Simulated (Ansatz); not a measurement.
Input of an Ansatz 0.2.0 run:

File input.yaml:

```yaml
crystal:
  lattice:
    - [0.0, 2.7218511865, 2.7218511865]
    - [2.7218511865, 0.0, 2.7218511865]
    - [2.7218511865, 2.7218511865, 0.0]
  atoms:
    - { symbol: Si, position: [0.5, 0.5, 0.5] }
    - { symbol: Si, position: [0.75, 0.75, 0.75] }
hamiltonian:
  xc: revpbe
  pseudopotentials: { kind: paw }
  dispersion: d4
kpoints:
  mp_grid: { grid: [8, 8, 8] }
scf:
  occupations: { method: fermi_dirac, width: 0.05 }
output:
  forces: true
  stress: true
relax:
  f_tol: 0.01
  max_steps: 40
  cell: { stress_tol: 0.05 }
```

Potentials or basis: Ansatz PAW.

Run with:

```bash
$ ansatz run input.yaml --threads 2 --pin off --max-ram 5632MiB --backend cpu --events-out ev --progress --plain --runs-dir out
```

(1) Predict the space group after relaxing (to 0.05 Å).

(2) What does it give for the relaxed volume?

(3) Estimate the relaxed cell.

## Answers

(1) Fd-3m (No. 227).

(2) 19.62 Å³/atom.

(3) a = 3.814 Å, b = 3.814 Å, c = 3.814 Å, α = 60.00°, β = 60.00°, γ = 60.00°.

Caveat: the PAW data sets come from PBE, with cores solved anew for the run's functional, which leaves a small shift of forces and pressure.
